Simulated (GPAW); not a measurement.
Input of a GPAW 26.7.0 run:

Contents of run.py:

```python
import spglib
from ase import Atoms
from ase.calculators.mixing import SumCalculator
from ase.eos import EquationOfState
from ase.io import Trajectory, read
from ase.units import GPa
from dftd3.ase import DFTD3
from gpaw import GPAW, PW, setup_paths

setup_paths.insert(0, '.')

atoms = read('KBr.cif')
cell, positions, numbers = spglib.find_primitive(
    (atoms.cell[:], atoms.get_scaled_positions(), atoms.numbers), symprec=1e-4)
atoms = Atoms(numbers, cell=cell, scaled_positions=positions, pbc=True)

traj = Trajectory('eos.traj', 'w')
volumes, energies = [], []
for x in [0.94, 0.96, 0.98, 1.0, 1.02, 1.04, 1.06]:
    a = atoms.copy()
    a.set_cell(atoms.cell * x**(1 / 3), scale_atoms=True)
    calc = GPAW(mode=PW(600),
                xc='PBEsol',
                kpts={'size': (6, 6, 6), 'gamma': True},
                occupations={'name': 'fermi-dirac', 'width': 0.05},
                nbands=16,
                convergence={'density': 1e-05, 'energy': 1e-05},
                maxiter=150,
                txt=f'eos-{x:.2f}.txt')
    a.calc = SumCalculator([calc, DFTD3(method='pbesol', damping='d3zero')])
    energies.append(a.get_potential_energy())
    volumes.append(a.get_volume())
    p = -a.get_stress()[:3].mean() / GPa
    calc.write(f'eos-{x:.2f}.gpw')
    traj.write(a)
    print(f'{x:.2f} {volumes[-1]:10.4f} A^3 {energies[-1]:14.6f} eV {p:9.3f} GPa', flush=True)

v0, e0, B = EquationOfState(volumes, energies, eos='birchmurnaghan').fit()
print(f'V0 = {v0:.4f} A^3, E0 = {e0:.6f} eV, B0 = {B / GPa:.2f} GPa')
```

Contents of KBr.cif:

```cif
data_KBr
_cell_length_a 6.60000000
_cell_length_b 6.60000000
_cell_length_c 6.60000000
_cell_angle_alpha 90.00000000
_cell_angle_beta 90.00000000
_cell_angle_gamma 90.00000000
_space_group_name_H-M_alt 'Fm-3m'
_space_group_name_Hall '-F 4 2 3'
_space_group_IT_number 225
loop_
_space_group_symop_operation_xyz
'x,y,z'
'-x,-y,-z'
'-y,x,z'
'y,-x,-z'
'-x,-y,z'
'x,y,-z'
'y,-x,z'
'-y,x,-z'
'x,-y,-z'
'-x,y,z'
'-y,-x,-z'
'y,x,z'
'-x,y,-z'
'x,-y,z'
'y,x,-z'
'-y,-x,z'
'z,x,y'
'-z,-x,-y'
'z,-y,x'
'-z,y,-x'
'z,-x,-y'
'-z,x,y'
'z,y,-x'
'-z,-y,x'
'-z,x,-y'
'z,-x,y'
'-z,-y,-x'
'z,y,x'
'-z,-x,y'
'z,x,-y'
'-z,y,x'
'z,-y,-x'
'y,z,x'
'-y,-z,-x'
'x,z,-y'
'-x,-z,y'
'-y,z,-x'
'y,-z,x'
'-x,z,y'
'x,-z,-y'
'-y,-z,x'
'y,z,-x'
'-x,-z,-y'
'x,z,y'
'y,-z,-x'
'-y,z,x'
'x,-z,y'
'-x,z,-y'
'x,y+1/2,z+1/2'
'-x,-y+1/2,-z+1/2'
'-y,x+1/2,z+1/2'
'y,-x+1/2,-z+1/2'
'-x,-y+1/2,z+1/2'
'x,y+1/2,-z+1/2'
'y,-x+1/2,z+1/2'
'-y,x+1/2,-z+1/2'
'x,-y+1/2,-z+1/2'
'-x,y+1/2,z+1/2'
'-y,-x+1/2,-z+1/2'
'y,x+1/2,z+1/2'
'-x,y+1/2,-z+1/2'
[... 41 lines left out ...]
'y+1/2,-x,z+1/2'
'-y+1/2,x,-z+1/2'
'x+1/2,-y,-z+1/2'
'-x+1/2,y,z+1/2'
'-y+1/2,-x,-z+1/2'
'y+1/2,x,z+1/2'
'-x+1/2,y,-z+1/2'
'x+1/2,-y,z+1/2'
'y+1/2,x,-z+1/2'
'-y+1/2,-x,z+1/2'
'z+1/2,x,y+1/2'
'-z+1/2,-x,-y+1/2'
'z+1/2,-y,x+1/2'
'-z+1/2,y,-x+1/2'
'z+1/2,-x,-y+1/2'
'-z+1/2,x,y+1/2'
'z+1/2,y,-x+1/2'
'-z+1/2,-y,x+1/2'
'-z+1/2,x,-y+1/2'
'z+1/2,-x,y+1/2'
'-z+1/2,-y,-x+1/2'
'z+1/2,y,x+1/2'
'-z+1/2,-x,y+1/2'
'z+1/2,x,-y+1/2'
'-z+1/2,y,x+1/2'
'z+1/2,-y,-x+1/2'
'y+1/2,z,x+1/2'
'-y+1/2,-z,-x+1/2'
'x+1/2,z,-y+1/2'
'-x+1/2,-z,y+1/2'
'-y+1/2,z,-x+1/2'
'y+1/2,-z,x+1/2'
'-x+1/2,z,y+1/2'
'x+1/2,-z,-y+1/2'
'-y+1/2,-z,x+1/2'
'y+1/2,z,-x+1/2'
'-x+1/2,-z,-y+1/2'
'x+1/2,z,y+1/2'
'y+1/2,-z,-x+1/2'
'-y+1/2,z,x+1/2'
'x+1/2,-z,y+1/2'
'-x+1/2,z,-y+1/2'
'x+1/2,y+1/2,z'
'-x+1/2,-y+1/2,-z'
'-y+1/2,x+1/2,z'
'y+1/2,-x+1/2,-z'
'-x+1/2,-y+1/2,z'
'x+1/2,y+1/2,-z'
'y+1/2,-x+1/2,z'
'-y+1/2,x+1/2,-z'
'x+1/2,-y+1/2,-z'
'-x+1/2,y+1/2,z'
'-y+1/2,-x+1/2,-z'
'y+1/2,x+1/2,z'
'-x+1/2,y+1/2,-z'
'x+1/2,-y+1/2,z'
'y+1/2,x+1/2,-z'
'-y+1/2,-x+1/2,z'
'z+1/2,x+1/2,y'
'-z+1/2,-x+1/2,-y'
'z+1/2,-y+1/2,x'
'-z+1/2,y+1/2,-x'
'z+1/2,-x+1/2,-y'
'-z+1/2,x+1/2,y'
'z+1/2,y+1/2,-x'
'-z+1/2,-y+1/2,x'
'-z+1/2,x+1/2,-y'
'z+1/2,-x+1/2,y'
'-z+1/2,-y+1/2,-x'
'z+1/2,y+1/2,x'
'-z+1/2,-x+1/2,y'
'z+1/2,x+1/2,-y'
'-z+1/2,y+1/2,x'
'z+1/2,-y+1/2,-x'
'y+1/2,z+1/2,x'
'-y+1/2,-z+1/2,-x'
'x+1/2,z+1/2,-y'
'-x+1/2,-z+1/2,y'
'-y+1/2,z+1/2,-x'
'y+1/2,-z+1/2,x'
'-x+1/2,z+1/2,y'
'x+1/2,-z+1/2,-y'
'-y+1/2,-z+1/2,x'
'y+1/2,z+1/2,-x'
'-x+1/2,-z+1/2,-y'
'x+1/2,z+1/2,y'
'y+1/2,-z+1/2,-x'
'-y+1/2,z+1/2,x'
'x+1/2,-z+1/2,y'
'-x+1/2,z+1/2,-y'
loop_
_atom_site_label
_atom_site_type_symbol
_atom_site_symmetry_multiplicity
_atom_site_Wyckoff_symbol
_atom_site_fract_x
_atom_site_fract_y
_atom_site_fract_z
_atom_site_occupancy
Br1 Br 4 b 0.5000000000 0.0000000000 0.0000000000 1
K1 K 4 a 0.0000000000 0.0000000000 0.0000000000 1
```

Potentials or basis: PAW data sets generated in the run's folder for this functional, pw.

The run is started by

```bash
$ gpaw-setup -f PBEsol Br K
$ OMP_NUM_THREADS=1 python run.py
```

Problem. Estimate the equilibrium volume.

Solution. 34.86 Å³/atom.

Problem. Predict the pressure derivative of the bulk modulus.

Solution. 4.5.

Energy against volume, from the lowest point:
```tsv
volume (Å³/atom)	energy (meV/atom)
33.781	1.50
34.500	0.01
35.218	0.00
35.937	1.30
36.656	3.77
37.374	7.29
38.093	11.75
```
